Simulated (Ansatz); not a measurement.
# MnO2 under changes of volume

One of the cells (10.800 Å³/atom); the others are scaled copies at fixed shape and fractional positions:

```
CELL_PARAMETERS angstrom
1.42843 0.82471 4.58393
-1.42843 0.82471 4.58393
0.00000 -1.64941 4.58393
ATOMIC_POSITIONS crystal
Mn 0.00000 0.00000 0.00000
O 0.73564 0.73564 0.73564
O 0.26436 0.26436 0.26436
```

Measurements of this composition are mostly on another form, of space group No. 136.

- Program: Ansatz 0.2.0
- Functional: LDA
- Potentials or basis: all-electron LAPW, scalar-relativistic
- Cutoff: 417 eV (chosen from the basis error)
- Basis error allowed: 0.002 eV/atom
- k mesh: 11 × 11 × 11
- Occupations: fermi-dirac, width 0.05 eV
- Spin: collinear spin, ferromagnetic start
- Starting moments: [4.0, 0.0, 0.0] μB

| volume (Å³/atom) | energy over the lowest point (meV/atom) | pressure (GPa) | gap on the mesh (eV) | largest force (eV/Å) |
| --- | --- | --- | --- | --- |
| 10.152 | 3.29 | 4.9 | 0.25 | 0.417 |
| 10.368 | 0.00 | 0.0 | 0.33 | 0.074 |
| 10.584 | 3.09 | -4.5 | 0.41 | 0.241 |
| 10.800 | 11.86 | -8.5 | 0.48 | 0.531 |
| 11.016 | 25.69 | -12.0 | 0.55 | 0.798 |
| 11.232 | 44.01 | -15.1 | 0.62 | 1.042 |
| 11.448 | ? | ? | ? | ? |

Task: What does the run at 11.448 Å³/atom give?

Result: Energy over the lowest point 66.34 meV/atom; pressure -17.9 GPa; gap on the mesh 0.69 eV; largest force 1.267 eV/Å.

Worked out: A Birch-Murnaghan fit of order 3 (a polynomial in V^(-2/3)) to the other rows has its minimum at 10.37 Å³/atom with B0 = V·E''(V) = 227 GPa and B' = 4.6 at fixed shape and positions, which overstates the stiffness. It gives 66.33 meV/atom at 11.448 Å³/atom, against the run's 66.34, and -dE/dV = -17.9 GPa, against -17.9. A straight line through the other rows of the gap, of slope 3.65 eV per unit of ln V, extrapolates to 0.69 eV, against the run's 0.69.

Energies are extrapolated to zero smearing.

Caveats: an odd mesh through Γ misses points on the zone boundary, where band edges often lie; a cell with one magnetic atom can't hold antiferromagnetic order, which such compounds often take; forces of over 1 eV/Å show positions far from the minimum, so gaps and moduli don't describe the material at rest (some runs).

The runs don't all hold the same shells in valence.
